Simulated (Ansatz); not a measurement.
Crystal: Al2O3 (Corundum).

```
Al O
1.0
     2.38025    1.37424    4.33187
    -2.38025    1.37424    4.33187
     0.00000   -2.74848    4.33187
Al O
4 6
Cartesian
  0.0000 0.0000 11.0743
  0.0000 0.0000 8.4191
  0.0000 0.0000 1.9213
  0.0000 0.0000 4.5765
  -1.6503 -0.1099 5.4148
  0.7300 1.4841 5.4148
  0.9203 -1.3742 5.4148
  1.6503 0.1099 7.5808
  -0.7300 -1.4841 7.5808
  -0.9203 1.3742 7.5808
```

Base run:

| Property | Result |
| --- | --- |
| Program | Ansatz 0.2.0 |
| Functional | PBEsol |
| Potentials or basis | Ansatz PAW |
| Cutoff | 420 eV |
| Density cutoff | 1680 eV |
| k mesh | 7 × 7 × 7 |
| Occupations | fermi-dirac, width 0.05 eV |
| Spin | no spin polarisation |

Its results: band gap on the k mesh 6.11 eV, direct; pressure 1.7 GPa; largest force 0.081 eV/Å.

The run is repeated on the same cell with these changes: functional from PBEsol to BLYP. What comes out?

Band gap on the k mesh 6.48 eV, direct; pressure 11.3 GPa; largest force 0.037 eV/Å.

BLYP binds less tightly than PBEsol, so the same cell stands under more pressure.

Caveats: the PAW data sets come from PBE, with cores solved anew for the run's functional, which leaves a small shift of forces and pressure; the potentials were made for another functional, which shifts forces and pressure (some runs).

Not every run made on this cell is shown here.
